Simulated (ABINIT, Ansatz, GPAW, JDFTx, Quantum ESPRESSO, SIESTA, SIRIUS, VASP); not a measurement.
Sn: 9 runs at one level of theory

```
Sn
1.0
    -2.94014    2.94014    1.59930
     2.94014   -2.94014    1.59930
     2.94014    2.94014   -1.59930
Sn
2
Cartesian
  0.0000 0.0000 0.0000
  0.0000 2.9401 0.7997
```

Alike in all runs: task single point; functional PBEsol; k mesh 9 × 9 × 9; occupations fermi-dirac, width 0.05 eV; no spin polarisation; no spin-orbit coupling. Pressure is positive in compression and, in plane waves, holds the error of the finite cutoff, which Ansatz's Pulay term estimates and takes out.

| program and potentials | plane-wave cutoff (eV) | notes | pressure (GPa) |
| --- | --- | --- | --- |
| Ansatz, Ansatz PAW | 420 | potentials made for PBE, which Ansatz adapts in part; Pulay term of +0.03 GPa included | -1.45 |
| Quantum ESPRESSO, GBRV 1.5 PBEsol | 925 | - | -1.71 |
| SIESTA, files PseudoDojo sr-pbesol-0.4.1-standard, DZP (energy shift 0.003 Ry; two zetas on semicore shells) | - | atomic basis | -0.58 |
| VASP, PBE PAW files Sn_d, 520 eV | 520 | potentials made for PBE | ? |
| SIRIUS, PseudoDojo 0.4.1 PBEsol standard (scalar relativistic) | 983 | - | -1.35 |
| Ansatz, all-electron LAPW, scalar-relativistic | - | - | -1.44 |
| JDFTx, PseudoDojo-SR-PBEsol-0.4.1-standard with smoothed tails | 980 | - | -1.35 |
| ABINIT, PseudoDojo NC SR PBEsol v0.4.1 standard | 980 | - | -1.35 |
| GPAW, PAW data sets generated for this functional | 600 | - | -1.70 |

Q: Estimate from the other rows what the run with VASP, PBE PAW files Sn_d, 520 eV gave.

A: Pressure -1.52 GPa. The other rows, which needn't bracket it: pressure -1.71 to -0.58.
